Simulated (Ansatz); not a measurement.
Crystal: InSe.

```
In Se
1.0
     2.00000    1.15470    8.44000
    -2.00000    1.15470    8.44000
     0.00000   -2.30940    8.44000
In Se
2 2
Direct
  0.88860 0.88860 0.88860
  0.00000 0.00000 0.00000
  0.17190 0.17190 0.17190
  0.38350 0.38350 0.38350
```

Base run:

```yaml
Program: Ansatz 0.2.0
Functional: LDA
Potentials_or_basis: Ansatz PAW
Cutoff: "420 eV (not typed: the program's choice for these potentials)"
k_mesh: 8 × 8 × 8
Occupations: fermi-dirac, width 0.05 eV
Spin: no spin polarisation
```

Its results: band gap on the k mesh 0.22 eV, direct; pressure -1.5 GPa; largest force 0.237 eV/Å.

Problem. The run is repeated on the same cell with these changes: functional from LDA to r2SCAN; cutoff from 420 eV (not typed: the program's choice for these potentials) to 500 eV (not typed: the program's choice for these potentials). What comes out?

Solution. Band gap on the k mesh 0.87 eV, direct; pressure 1.1 GPa; largest force 0.239 eV/Å.

r2SCAN gives the wider gap, since meta-GGAs in the generalised Kohn-Sham scheme recover part of the derivative discontinuity.

Caveats: spin-orbit coupling is left out, which moves the levels of the heavy elements; the PAW data sets come from PBE, with cores solved anew for the run's functional, which leaves a small shift of forces and pressure.
